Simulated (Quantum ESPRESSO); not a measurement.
**Cu under changes of volume**

One of the cells (11.810 Å³/atom); the others are scaled copies at fixed shape and fractional positions:

```
CELL_PARAMETERS angstrom
0.00000 1.80750 1.80750
1.80750 0.00000 1.80750
1.80750 1.80750 0.00000
ATOMIC_POSITIONS crystal
Cu 0.00000 0.00000 0.00000
```

| Item | Value |
| --- | --- |
| Program | Quantum ESPRESSO 7.5 |
| Functional | r2SCAN |
| Potentials or basis | SG15 PBE 1.2 |
| Cutoff | 1197 eV |
| Density cutoff | 4789 eV |
| k mesh | 10 × 10 × 10 |
| Occupations | fermi-dirac, width 0.05 eV |
| Spin | no spin polarisation |

| volume (Å³/atom) | energy over the lowest point (meV/atom) | pressure (GPa) |
| --- | --- | --- |
| 11.102 | 7.85 | 6.1 |
| 11.338 | 1.37 | 2.4 |
| 11.574 | 0.00 | -0.9 |
| 11.810 | 3.17 | -3.8 |
| 12.047 | ? | ? |
| 12.283 | 21.00 | -8.6 |
| 12.519 | 34.80 | -10.5 |

Question: What does the run at 12.047 Å³/atom give?

Answer: Energy over the lowest point 10.31 meV/atom; pressure -6.3 GPa.

Worked out: A Birch-Murnaghan fit of order 3 (a polynomial in V^(-2/3)) to the other rows has its minimum at 11.52 Å³/atom with B0 = V·E''(V) = 154 GPa and B' = 5.0. It gives 10.33 meV/atom at 12.047 Å³/atom, against the run's 10.31, and -dE/dV = -6.1 GPa, against -6.3.

Energies are extrapolated to zero smearing.

Caveats: the potentials were made for another functional, which shifts forces and pressure.
